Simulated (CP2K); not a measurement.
MgS (Niningerite):

```
S Mg
1.0
     3.67929    0.00000    0.00000
     1.83964    3.18636    0.00000
     1.83964    1.06212    3.00413
S Mg
1 1
Direct
  0.50000 0.50000 0.50000
  0.00000 0.00000 0.00000
```

Base run:

| Quantity | Value |
| --- | --- |
| Program | CP2K 2026.2 |
| Functional | PW91 |
| Potentials or basis | POTENTIAL_UZH S GTH-PBE-q6, Mg GTH-PBE-q10; TZVP-MOLOPT-PBE-GTH basis |
| Density cutoff | 19048 eV |
| k mesh | 9 × 9 × 9 |
| Occupations | fermi-dirac, width 0.05 eV |
| Spin | no spin polarisation |

Its results: band gap on the k mesh 2.87 eV, indirect (least direct gap 3.66 eV); pressure 2.7 GPa.

After a change of settings the same cell gave: band gap on the k mesh 3.01 eV, indirect (least direct gap 3.77 eV); pressure 4.2 GPa. Which change was it?
A. functional from PW91 to rev-vdW-DF2
B. functional from PW91 to revPBE
C. functional from PW91 to PBE
D. functional from PW91 to LDA

B.

revPBE binds less tightly than PW91, so the same cell stands under more pressure.

Caveats: the potentials were made for another functional, which shifts forces and pressure; an odd mesh through Γ misses points on the zone boundary, where band edges often lie; the basis of atomic orbitals isn't converged, which shifts pressures, moduli and gaps.
